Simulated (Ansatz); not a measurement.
# Pt (Fm-3m) in Ansatz: notebook

Aim: see how the results for Pt move with the level of theory and the settings. Levels: PBEsol, RPBE. Tasks: band structure, elastic constants.

All numbers are computed with Ansatz 0.2.0; they aren't measurements. Logs are shortened: lines on timing, memory, paths and dates and some standing lists are left out, and cuts for length are marked.

## Step 1: The crystal as given

The structure is cubic, space group Fm-3m (No. 225). Conventional cell: a = 3.922 Å, b = 3.922 Å, c = 3.922 Å, α = 90.00°, β = 90.00°, γ = 90.00°. Pt (site symmetry m-3m) is surrounded by 12 Pt at 2.77 Å.

## Step 2: Band structure, PBEsol, spin-orbit coupling, no magnetisation

Input file input.yaml:

```yaml
crystal:
  lattice:
    - [0.0, 1.9609, 1.9609]
    - [1.9609, 0.0, 1.9609]
    - [1.9609, 1.9609, 0.0]
  atoms:
    - { symbol: Pt, position: [0.0, 0.0, 0.0] }
kpoints:
  mp_grid: { grid: [9, 9, 9] }
  band_path:
    path:
      - [0.0, 0.0, 0.0]
      - [0.5, 0.0, 0.5]
      - [0.5, 0.25, 0.75]
      - [0.375, 0.375, 0.75]
      - [0.0, 0.0, 0.0]
      - [0.5, 0.5, 0.5]
      - [0.625, 0.25, 0.625]
      - [0.5, 0.25, 0.75]
    npoints: 10
scf:
  occupations: { method: fermi_dirac, width: 0.05 }
hamiltonian:
  xc: pbesol
  pseudopotentials: { kind: all_electron, lapw: { basis_error: 0.001 } }
magnetization:
  noncollinear: true
  spin_orbit: true
output:
  forces: true
  stress: true
  eigenvalues: true
```

Potentials or basis: all-electron LAPW, relativistic spinors.

The run is started by

```bash
ansatz run input.yaml --threads 1 --pin off --max-ram 3072MiB --backend cpu --events-out ev --progress --plain --runs-dir out
```

The log of the run:

```text
Warning: RAYON_NUM_THREADS=1 ignored (pool sized by the plan → 1); use --threads N
LAPW: plane waves up to 8.422 Å⁻¹, error target 1.0e-3 eV per atom; Dirac's equation on spinors; Pt in spheres of 1.387 Å, 42 of its electrons in bands (how accurate: hamiltonian.pseudopotentials.lapw.basis_error, Limitations)
Engine: ansatz 0.2.0, aarch64-unknown-linux-gnu
Pseudopotentials: kind: all_electron
Pseudopotential: Pt, LAPW, valence charge 42, lapw/all_electron/dirac/gaussian/Pt, Dirac's equation, gaussian nucleus
Functional definition: PBEsol
  exchange = pbesol_x
  correlation = pbesol_c
non-collinear run that drives no moment, with spin-orbit: no starting moment large enough to seed its density (crystal.atoms[].spin), no starting occupations that ask for one, no magnetisation constraint and no magnetic field, so the semilocal B_xc is pinned to zero
Crystal: 1 atoms, lattice volume = 15.080 Å³
Basis set: ecut = 270.23767177829194 eV, 169 PW (Γ), exchange–correlation at level 2
Bands: 52, of which v1, the nominal top of the filled ones, is band 42 counted from 1 (41 counted from 0)
Symmetry: 48 space group operations + 48 with time reversal
Magnetic group: BNS 225.117 (UNI 1619), of the structure as read, at distance tolerance 2.5e-5 Å
k-points: 35 of 729
Non-local potential: Pt, projectors of the file, none
Initial density: superposition of atomic densities (chi_scale 0.1, normalization cell)
Initial wavefunctions: plane waves of lowest kinetic energy (no species holds an atomic orbital)
Functional: x = pbesol(κ = 0.804, μ = 0.12345679012345678), c = pbesol(β = 0.046)
iter 1 solved again at ethr=1.92e-4 eV; its pass at ethr=1.00e-1 eV (dr2=8.07e-2 eV) is discarded
SCF iter   1: F=—  HF=-501724.423246 eV  |F-HF|=—  |Δ(HF+E_count)|=         —  Δρ=3.23e-2  dr2=8.10e-2  dr2_m=0.00e0 (ungated)  ethr=1.92e-4  |M|=0.00e0 ∫|m|=0.00e0 μB  β_m=0.30  ⟨swp⟩=2.9  Hψ=11413  notcnv=0
preconditioner: auto → none  [insulator: Δε(μ)=0.125 eV  Ē_g=15.853 eV  σ=0.050 eV  W_gap=0.54  n_scr=14 (ndim 8)  ℏωp=30.2 eV  f_vac=0.005  D(μ)=1.16/eV (n_scr^D=14)  ε∞_Penn≈4.6]
SCF iter   2: F=—  HF=-501724.078070 eV  |F-HF|=—  |Δ(HF+E_count)|=   3.45e-1  Δρ=1.41e-2  dr2=1.42e-2  dr2_m=0.00e0 (ungated)  ethr=1.92e-4  |M|=0.00e0 ∫|m|=0.00e0 μB  β_m=0.37  ⟨swp⟩=2.1  Hψ=5571  notcnv=0
iter 3 solved again at ethr=2.52e-6 eV; its pass at ethr=3.38e-5 eV (dr2=1.06e-3 eV) is discarded
SCF iter   3: F=—  HF=-501724.032294 eV  |F-HF|=—  |Δ(HF+E_count)|=   4.58e-2  Δρ=4.17e-3  dr2=1.06e-3  dr2_m=0.00e0 (ungated)  ethr=2.52e-6  |M|=0.00e0 ∫|m|=0.00e0 μB  β_m=0.47  ⟨swp⟩=2.0  Hψ=9117  notcnv=0
SCF iter   4: F=—  HF=-501724.030204 eV  |F-HF|=—  |Δ(HF+E_count)|=         —  Δρ=9.96e-4  dr2=5.67e-5  dr2_m=0.00e0 (ungated)  ethr=2.52e-6  |M|=0.00e0 ∫|m|=0.00e0 μB  β_m=0.58  ⟨swp⟩=2.0  Hψ=5239  notcnv=0
the basis was enlarged: its passes take 3.1 MiB over the memory plan, 1 of 1 planned eigensolver slots
SCF iter   5: F=—  HF=-501724.030138 eV  |F-HF|=—  |Δ(HF+E_count)|=   6.58e-5  Δρ=1.05e-4  dr2=8.84e-7  dr2_m=0.00e0 (ungated)  ethr=1.35e-7  |M|=0.00e0 ∫|m|=0.00e0 μB  β_m=0.74  ⟨swp⟩=2.0  Hψ=5239  notcnv=0
SCF iter   6: F=-501724.030138 eV  HF=-501724.030138 eV  |F-HF|=1.11e-9  |Δ(HF+E_count)|=   4.14e-7  Δρ=9.30e-6  dr2=5.78e-9  dr2_m=0.00e0 (ungated)  ethr=2.10e-9  |M|=0.00e0 ∫|m|=0.00e0 μB  ⟨swp⟩=2.0  Hψ=5239  notcnv=0
SCF 1 converged in 6 iterations: F = -501724.030138 eV  dr2 = 5.78e-9
NSCF: frozen V_eff on 71 k-points
SCF converged after 6 iterations
Magnetization: |M| = 0.0000 μB,  M = (+0.0000, +0.0000, +0.0000) μB
Absolute magnetization: 0.0000 μB (∫|m|)
  site 0: m = (+0.0000, +0.0000, +0.0000) μB, |m| = 0.0000 μB  (R = 1.39 Å)
Free energy (F): -501724.030138 eV
Harris-Foulkes:  -501724.030138 eV  (|F-HF|=1.11e-9)
Internal energy: -501724.019214 eV  (E = F + TS)
E sigma→0 (E₀):  -501724.024676 eV
Entropy (-TS):   -0.010924 eV (-10.924 meV/atom)
Fermi energy:    28.765341 eV
--- Per-component energies (eV) ---
  E_band       = -3310.141808
  E_kinetic    = 573626.783868
  E_xc         = -9581.772560
  E_electrostatic = -1065769.030522  (all electrons and nuclei)
  E_smearing   = -0.010924  (= −TS)
  E_closure    = -0.000000  (closes the sum)
  E_atoms      = -501716.724988  (free atoms, spherical and without spin; not in F)
  Σ components = -501724.030138   (vs F -501724.030138, Δ=0.00e0)
  Basis errors (estimates in eV, not in F): energy 2.1e-4 per atom: plane waves 1.7e-4 (1.2e-4 summed), levels above the bands 7.8e-184, relativity 4.2e-7, radial functions 4.2e-5, core shells 1.4e-7; eigenvalues (radial functions only) 3.8e-6; not estimated: angular momenta, meshes, grids; target (lapw.basis_error) 1.0e-3; muffin-tin radii Pt 1.387 Å
--- Forces (eV/Å), atoms counted from 1 ---
  atom   1  Pt    -0.00000000    -0.00000000    -0.00000000
  max |Σ_I F_I| component: 1.55e-25 eV/Å
--- Stress (GPa, compression-positive) ---
       -0.895967       0.000000       0.000000
        0.000000      -0.895967      -0.000000
        0.000000      -0.000000      -0.895967
  P = ⅓ Tr σ = -0.8960 GPa (-8.960 kbar)
--- Band table (eV; the first three rows and the last of 35) ---
  k-point 0: bands = ["-284.0959", "-284.0959", "-284.0959", "-284.0959", "-267.2706", "-267.2706", "-267.2493", "-267.2493", "-267.2493", "-267.2493", "-69.6390", "-69.6390", "-39.9592", "-39.9592", "-39.9361", "-39.9361", "-39.9361", "-39.9361", "-36.5084", "-36.5084", "-36.4855", "-36.4855", "-36.4855", "-36.4855", "-36.4750", "-36.4750", "-34.8589", "-34.8589", "-19.6747", "-19.6747", "-19.6747", "-19.6747", "18.4182", "18.4182", "24.4537", "24.4537", "24.4537", "24.4537", "25.4366", "25.4366", "27.2808", "27.2808", "27.2808", "27.2808", "43.2593", "43.2593", "47.6348", "47.6348", "48.3602", "48.3602", "48.3602", "48.3602"]
  k-point 1: bands = ["-284.0959", "-284.0959", "-284.0959", "-284.0959", "-267.2706", "-267.2706", "-267.2493", "-267.2493", "-267.2493", "-267.2493", "-69.6351", "-69.6351", "-39.9592", "-39.9592", "-39.9361", "-39.9361", "-39.9361", "-39.9361", "-36.5083", "-36.5083", "-36.4857", "-36.4857", "-36.4856", "-36.4856", "-36.4749", "-36.4749", "-34.8712", "-34.8712", "-19.7281", "-19.7281", "-19.6851", "-19.6851", "18.9046", "18.9046", "24.3931", "24.3931", "24.5596", "24.5596", "25.5416", "25.5416", "27.1105", "27.1105", "27.2781", "27.2781", "43.9857", "43.9857", "46.0309", "46.0309", "48.6356", "48.6356", "49.0942", "49.0942"]
  k-point 2: bands = ["-284.0959", "-284.0959", "-284.0959", "-284.0959", "-267.2706", "-267.2706", "-267.2493", "-267.2493", "-267.2493", "-267.2493", "-69.6251", "-69.6251", "-39.9593", "-39.9593", "-39.9363", "-39.9363", "-39.9361", "-39.9361", "-36.5083", "-36.5083", "-36.4862", "-36.4862", "-36.4859", "-36.4859", "-36.4746", "-36.4746", "-34.9021", "-34.9021", "-19.8616", "-19.8616", "-19.7115", "-19.7115", "20.1321", "20.1321", "24.2931", "24.2931", "24.6520", "24.6520", "25.8279", "25.8279", "26.9979", "26.9979", "27.5454", "27.5454", "42.7452", "42.7452", "45.0461", "45.0461", "50.1337", "50.1337", "51.0011", "51.0011"]
  k-point 34: bands = ["-284.0959", "-284.0959", "-284.0959", "-284.0959", "-267.2706", "-267.2706", "-267.2493", "-267.2493", "-267.2493", "-267.2493", "-69.5950", "-69.5950", "-39.9597", "-39.9597", "-39.9364", "-39.9364", "-39.9363", "-39.9363", "-36.5081", "-36.5081", "-36.4875", "-36.4875", "-36.4869", "-36.4869", "-36.4738", "-36.4738", "-34.9941", "-34.9941", "-20.0887", "-20.0887", "-19.9545", "-19.9545", "22.9662", "22.9662", "23.6084", "23.6084", "24.3345", "24.3345", "26.9609", "26.9609", "29.0430", "29.0430", "34.3189", "34.3189", "36.9861", "36.9861", "38.1175", "38.1175", "41.4641", "41.4641", "52.2510", "52.2510"]
```

Run time: 77 s. Hardware: 1 thread of Arm Neoverse V1, shared host; peak memory 0.47 GiB.

Results:

```
Free energy             : -501724.0301 eV
Pressure                : -0.9 GPa
Band gap along the path : none (metal or under the smearing width)
```

Levels at the corners of the path, in eV from the Fermi level:
| point | band 39 | band 40 | band 41 | band 42 | band 43 | band 44 | band 45 | band 46 |
| --- | --- | --- | --- | --- | --- | --- | --- | --- |
| Γ | -3.33 | -3.33 | -1.48 | -1.48 | -1.48 | -1.48 | 14.49 | 14.49 |
| X | 0.11 | 0.11 | 1.08 | 1.08 | 1.41 | 1.41 | 8.85 | 8.85 |
| W | -1.95 | -1.95 | 0.51 | 0.51 | 7.02 | 7.02 | 7.40 | 7.40 |
| K | -1.37 | -1.37 | -0.07 | -0.07 | 5.54 | 5.54 | 6.60 | 6.60 |
| Γ | -3.33 | -3.33 | -1.48 | -1.48 | -1.48 | -1.48 | 14.49 | 14.49 |
| L | -0.75 | -0.75 | -0.28 | -0.28 | 0.38 | 0.38 | 5.86 | 5.86 |
| U | -1.37 | -1.37 | -0.07 | -0.07 | 5.54 | 5.54 | 6.60 | 6.60 |
| W | -1.95 | -1.95 | 0.51 | 0.51 | 7.02 | 7.02 | 7.40 | 7.40 |

Caveat: the k mesh is thin for a metal, which can move the energy by tens of meV per atom.

## Step 3: Band structure, RPBE

input.yaml, as its differences from that of step 2:

```diff
@@ -8,3 +8,3 @@
 kpoints:
-  mp_grid: { grid: [9, 9, 9] }
+  mp_grid: { grid: [12, 12, 12] }
   band_path:
@@ -19,3 +19,3 @@
       - [0.5, 0.25, 0.75]
-    npoints: 10
+    npoints: 12
 scf:
@@ -23,7 +23,4 @@
 hamiltonian:
-  xc: pbesol
+  xc: rpbe
   pseudopotentials: { kind: all_electron, lapw: { basis_error: 0.001 } }
-magnetization:
-  noncollinear: true
-  spin_orbit: true
 output:
```

Potentials or basis: all-electron LAPW, scalar-relativistic.

The run is started by

```bash
ansatz run input.yaml --threads 1 --pin off --max-ram 3072MiB --backend cpu --events-out ev --progress --plain --runs-dir out
```

The log of the run:

```text
Warning: RAYON_NUM_THREADS=1 ignored (pool sized by the plan → 1); use --threads N
LAPW: plane waves up to 8.426 Å⁻¹, error target 1.0e-3 eV per atom; small_component_spin mean_spin; Pt in spheres of 1.387 Å, 42 of its electrons in bands, Dirac shells [] (how accurate: hamiltonian.pseudopotentials.lapw.basis_error, Limitations)
[... 2 set-up lines as earlier in the session ...]
Pseudopotential: Pt, LAPW, valence charge 42, lapw/all_electron/scalar/gaussian/Pt, Koelling and Harmon's equation, gaussian nucleus
Functional definition: RPBE
  parameter kappa = 0.804
  parameter beta = 0.06672455060314922
  exchange = rpbe_x(kappa = kappa, mu = beta*pi^2/3)
  correlation = pbe_c(beta = beta)
Crystal: 1 atoms, lattice volume = 15.080 Å³
Basis set: ecut = 270.50760633120007 eV, 169 PW (Γ), exchange–correlation at level 2
Bands: 26, of which v1, the nominal top of the filled ones, is band 21 counted from 1 (20 counted from 0)
Symmetry: 48 space group operations
Space group: Fm-3m (ITA 225), of the structure as read, at distance tolerance 2.5e-5 Å
k-points: 72 of 1728
[... 3 set-up lines as earlier in the session ...]
Functional: x = rpbe, c = pbe(β = 0.06672455060314922)
iter 1 solved again at ethr=1.72e-4 eV; its pass at ethr=1.00e-1 eV (dr2=7.24e-2 eV) is discarded
SCF iter   1: F=—  HF=-500971.385893 eV  |F-HF|=—  |Δ(HF+E_count)|=         —  Δρ=3.05e-2  dr2=7.26e-2  ethr=1.72e-4  ⟨swp⟩=3.0  Hψ=11860  notcnv=0
preconditioner: auto → LDOS  [metal: Δε(μ)=0.023 eV  Ē_g=15.844 eV  σ=0.050 eV  W_gap=0.12  n_scr=14 (ndim 8)  ℏωp=30.2 eV  f_vac=0.010  D(μ)=1.90/eV (n_scr^D=26)  β→1.0]
SCF iter   2: F=—  HF=-500971.397541 eV  |F-HF|=—  |Δ(HF+E_count)|=   1.16e-2  Δρ=1.19e-2  dr2=1.23e-2  ethr=1.72e-4  ⟨swp⟩=3.0  Hψ=6067  notcnv=0
preconditioner: auto → Kerker (q_TF=auto, 3.236 Å⁻¹)  [metal: Δε(μ)=0.004 eV  Ē_g=16.515 eV  σ=0.050 eV  W_gap=0.02  n_scr=14 (ndim 8)  ℏωp=30.2 eV  f_vac=0.000  D(μ)=1.99/eV (n_scr^D=26)  β→0.5]
SCF iter   3: F=—  HF=-500971.074798 eV  |F-HF|=—  |Δ(HF+E_count)|=   3.23e-1  Δρ=7.53e-3  dr2=4.60e-3  ethr=2.94e-5  ⟨swp⟩=3.0  Hψ=6106  notcnv=0
SCF iter   4: F=—  HF=-500971.073206 eV  |F-HF|=—  |Δ(HF+E_count)|=         —  Δρ=3.63e-3  dr2=1.35e-3  ethr=1.09e-5  ⟨swp⟩=2.0  Hψ=5429  notcnv=0
the basis was enlarged: its passes take 573.8 KiB over the memory plan, 1 of 1 planned eigensolver slots
SCF iter   5: F=—  HF=-500971.073622 eV  |F-HF|=—  |Δ(HF+E_count)|=   4.17e-4  Δρ=1.46e-3  dr2=3.04e-4  ethr=3.21e-6  ⟨swp⟩=2.0  Hψ=5429  notcnv=0
iter 6 solved again at ethr=2.51e-8 eV; its pass at ethr=7.25e-7 eV (dr2=1.06e-5 eV) is discarded
SCF iter   6: F=—  HF=-500971.073714 eV  |F-HF|=—  |Δ(HF+E_count)|=   9.16e-5  Δρ=3.05e-4  dr2=1.05e-5  ethr=2.51e-8  ⟨swp⟩=2.0  Hψ=9276  notcnv=0
SCF iter   7: F=—  HF=-500971.073716 eV  |F-HF|=—  |Δ(HF+E_count)|=   1.55e-6  Δρ=7.47e-5  dr2=6.04e-7  ethr=2.51e-8  ⟨swp⟩=2.0  Hψ=5429  notcnv=0
SCF iter   8: F=-500971.073716 eV  HF=-500971.073716 eV  |F-HF|=3.96e-9  |Δ(HF+E_count)|=   4.55e-8  Δρ=1.69e-5  dr2=3.72e-8  ethr=1.44e-9  ⟨swp⟩=2.0  Hψ=5430  notcnv=0
SCF 1 converged in 8 iterations: F = -500971.073716 eV  dr2 = 3.72e-8
NSCF: frozen V_eff on 85 k-points
SCF converged after 8 iterations
Free energy (F): -500971.073716 eV
Harris-Foulkes:  -500971.073716 eV  (|F-HF|=3.96e-9)
Internal energy: -500971.058299 eV  (E = F + TS)
E sigma→0 (E₀):  -500971.066007 eV
Entropy (-TS):   -0.015416 eV (-15.416 meV/atom)
Fermi energy:    28.995978 eV
--- Per-component energies (eV) ---
  E_band       = -3302.226869
  E_kinetic    = 568917.584691
  E_xc         = -9708.361811
  E_electrostatic = -1060180.281179  (all electrons and nuclei)
  E_smearing   = -0.015416  (= −TS)
  E_closure    = 0.000000  (closes the sum)
  E_atoms      = -500965.630972  (free atoms, spherical and without spin; not in F)
  Σ components = -500971.073716   (vs F -500971.073716, Δ=0.00e0)
  Basis errors (estimates in eV, not in F): energy 2.1e-4 per atom: plane waves 1.7e-4 (1.3e-4 summed), levels above the bands 7.0e-184, relativity 2.2e-7, radial functions 3.8e-5, core shells 1.0e-7; eigenvalues (radial functions only) 4.8e-6; not estimated: angular momenta, meshes, grids; target (lapw.basis_error) 1.0e-3; muffin-tin radii Pt 1.387 Å
--- Forces (eV/Å), atoms counted from 1 ---
  atom   1  Pt    -0.00000000    -0.00000000     0.00000000
  max |Σ_I F_I| component: 2.14e-31 eV/Å
--- Stress (GPa, compression-positive) ---
       14.486405      -0.000000      -0.000000
       -0.000000      14.486405      -0.000000
       -0.000000      -0.000000      14.486405
  P = ⅓ Tr σ = 14.4864 GPa (144.864 kbar)
--- Band table (eV; the first three rows and the last of 72) ---
  k-point 0: bands = ["-274.2950", "-274.2950", "-274.2950", "-274.2578", "-274.2578", "-69.4960", "-38.0071", "-37.9768", "-37.9768", "-37.9768", "-37.9591", "-37.9591", "-37.9591", "-23.5121", "-23.5121", "-23.5121", "18.7698", "25.1870", "25.1870", "25.1870", "27.3396", "27.3396", "43.5774", "48.5471", "48.5471", "48.5471"]
  k-point 1: bands = ["-274.2950", "-274.2950", "-274.2950", "-274.2578", "-274.2578", "-69.4937", "-38.0070", "-37.9771", "-37.9771", "-37.9768", "-37.9591", "-37.9590", "-37.9590", "-23.5446", "-23.5168", "-23.5168", "19.0485", "25.0662", "25.2951", "25.2951", "27.2816", "27.2816", "44.0007", "47.2243", "48.9699", "48.9699"]
  k-point 2: bands = ["-274.2950", "-274.2950", "-274.2950", "-274.2578", "-274.2578", "-69.4876", "-38.0066", "-37.9777", "-37.9777", "-37.9768", "-37.9592", "-37.9587", "-37.9587", "-23.6329", "-23.5295", "-23.5295", "19.8201", "24.8252", "25.5145", "25.5145", "27.2354", "27.2354", "44.8606", "44.9999", "50.1465", "50.1465"]
  k-point 71: bands = ["-274.2950", "-274.2950", "-274.2950", "-274.2578", "-274.2578", "-69.4516", "-38.0044", "-37.9802", "-37.9802", "-37.9793", "-37.9579", "-37.9579", "-37.9578", "-23.8273", "-23.8273", "-23.6946", "23.3016", "24.4190", "24.4190", "26.9685", "29.4807", "36.1475", "37.2765", "37.2765", "41.0175", "53.3880"]
```

Wall time 10 s (1 thread of Arm Neoverse V2, shared host); peak memory 0.29 GiB.

Results:

* Free energy: -500971.0737 eV
* Pressure: 14.5 GPa
* Band gap along the path: none (metal or under the smearing width)

Levels at the corners of the path, in eV from the Fermi level:
| point | band 19 | band 20 | band 21 | band 22 | band 23 | band 24 |
| --- | --- | --- | --- | --- | --- | --- |
| Γ | -3.81 | -3.81 | -1.66 | -1.66 | 14.58 | 19.55 |
| X | -0.02 | 0.48 | 0.48 | 1.77 | 8.91 | 11.40 |
| W | -4.58 | -2.03 | 0.48 | 7.15 | 8.28 | 8.28 |
| K | -2.88 | -1.34 | -0.18 | 5.76 | 6.72 | 10.11 |
| Γ | -3.81 | -3.81 | -1.66 | -1.66 | 14.58 | 19.55 |
| L | -3.88 | -0.50 | 0.02 | 0.02 | 5.86 | 14.16 |
| U | -2.88 | -1.34 | -0.18 | 5.76 | 6.72 | 10.11 |
| W | -4.58 | -2.03 | 0.48 | 7.15 | 8.28 | 8.28 |

Caveat: spin-orbit coupling is left out, which moves the levels of the heavy elements.

(Continued in part 2 of 2.)
